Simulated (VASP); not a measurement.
A run of VASP 6.6.1 is set up as follows.

File INCAR:

```
PREC     = Accurate       # precision mode
ENCUT    = 600            # plane-wave cutoff, eV
EDIFF    = 1E-6           # SCF threshold, eV
ISMEAR   = 0              # smearing method
SIGMA    = 0.02           # smearing width, eV
LREAL    = F              # projectors in reciprocal space
LASPH    = T              # aspherical terms in the spheres
NELM     = 100            # most SCF steps
ALGO     = Normal         # electronic algorithm
ISIF     = 3              # what is computed and relaxed
LWAVE    = F              # write WAVECAR
LCHARG   = F              # write CHGCAR
GGA      = CA             # functional
IBRION   = 2              # ionic algorithm
NSW      = 100            # ionic steps
EDIFFG   = -0.002         # ionic threshold
```

File KPOINTS:

```
regular mesh
0
Gamma
  10 10 10
```

File POSCAR:

```
AgCl
1.0
    0.0000000000      2.6774789666      2.6774789666
    2.6774789666      0.0000000000      2.6774789666
    2.6774789666      2.6774789666      0.0000000000
Ag Cl
1 1
Direct
    0.0000000000      0.0000000000      0.0000000000
    0.5000000000      0.5000000000      0.5000000000
```

Potentials or basis: VASP PAW LDA potentials, release 64 (Ag, Cl).

Launch:

```console
$ cat potpaw_LDA.64/Ag/POTCAR potpaw_LDA.64/Cl/POTCAR > POTCAR
$ mpirun -np 1 vasp_std > vasp.out
```

(1) Predict the space group after relaxing (to 0.05 Å).

(2) Predict the band gap on the k mesh.

Results:

(1) Fm-3m (No. 225).

(2) 0.66 eV, indirect (least direct gap 3.30 eV).
